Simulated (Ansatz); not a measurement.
Method: Ansatz, DFT, RPBE, plane waves (420 eV) with PAW, scalar-relativistic. (PAW data from PBE, frozen cores regenerated.)

An element in the simple cubic structure gives this curve. The cell is scaled uniformly from the relaxed one, with fractional coordinates and shape fixed. Energies are extrapolated to zero smearing, pressures are those at the given smearing. Magnetic state: spin not included.

| V (Å³/atom) | E − E₀ (meV/atom) | P (GPa) |
| --- | --- | --- |
| 18.550 | 42.7 | 6.67 |
| 19.393 | 16.0 | 3.80 |
| 20.236 | 2.7 | 1.53 |
| 21.080 | 0.0 | -0.26 |
| 21.923 | 5.7 | -1.62 |
| 22.766 | 17.4 | -2.59 |
| 23.609 | 33.0 | -3.33 |

Problem. Which element is it?
A. selenium
B. zinc
C. silver
D. gallium

Solution. D. Its fit is V₀ = 20.89 Å³/atom, B₀ = 40 GPa, B₀′ = 6.0.
